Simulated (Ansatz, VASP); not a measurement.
## Two plane-wave programs on GaP

Contents of INCAR:

```
SYSTEM = GaP
PREC     = Accurate       ! precision mode
ENCUT    = 520            ! plane-wave cutoff, eV
EDIFF    = 1E-6           ! SCF threshold, eV
ISMEAR   = 0              ! smearing method
SIGMA    = 0.05           ! smearing width, eV
LREAL    = .FALSE.        ! projectors in reciprocal space
LASPH    = .TRUE.         ! aspherical terms in the spheres
NELM     = 60             ! most SCF steps
ALGO     = Normal         ! electronic algorithm
ISIF     = 2              ! what is computed and relaxed
LWAVE    = .FALSE.        ! write WAVECAR
LCHARG   = .FALSE.        ! write CHGCAR
GGA      = PE             ! functional
NBANDS   = 16             ! bands
```

Contents of KPOINTS:

```
Automatic mesh
0
G
  8 8 8
  0 0 0
```

File POSCAR:

```
GaP
1.0
    0.0000000000      2.7525368124      2.6837233921
    2.7525368124      0.0000000000      2.6837233921
    2.7525368124      2.7525368124      0.0000000000
Ga P
1 1
Direct
    0.0000000000      0.0000000000      0.0000000000
    0.7500000000      0.7500000000      0.7500000000
```

Input for Ansatz:

```yaml
crystal:
  lattice:
    - [0.0, 2.7525368124, 2.6837233921]
    - [2.7525368124, 0.0, 2.6837233921]
    - [2.7525368124, 2.7525368124, 0.0]
  atoms:
    - { symbol: Ga, position: [0.0, 0.0, 0.0] }
    - { symbol: P, position: [0.75, 0.75, 0.75] }
basis:
  ecutwfc: 420
kpoints:
  mp_grid: { grid: [8, 8, 8] }
hamiltonian:
  xc: pbe
scf:
  occupations: { method: gaussian, width: 0.05 }
output:
  forces: true
  stress: true
  eigenvalues: true
```

Change from the starting cell: strain +0.000 along x and y, -0.025 along z, atoms carried along.

Alike in both runs: task single point; functional PBE; k mesh 8 × 8 × 8; occupations gaussian, width 0.05 eV; no spin polarisation.

|  | VASP | Ansatz |
| --- | --- | --- |
| version | VASP 6.6.1 | Ansatz 0.2.0 |
| potentials or method | VASP PAW PBE potentials, release 64 (Ga_d, P) | scalar-relativistic, plane waves, PAW |
| plane-wave cutoff (eV) | 520 | 420 |
| valence electrons in the cell | 18 | 18 |

```csv
,VASP,Ansatz,Ansatz less VASP
gap on the k mesh at the Fermi level (eV),1.41,1.41,+0.001
least direct gap on the mesh (eV),1.69,1.70,+0.002
pressure (GPa),2.0,2.1,+0.08
largest component of the traceless stress (GPa),1.18,1.18,-0.002
```

A k mesh can miss the band edges.
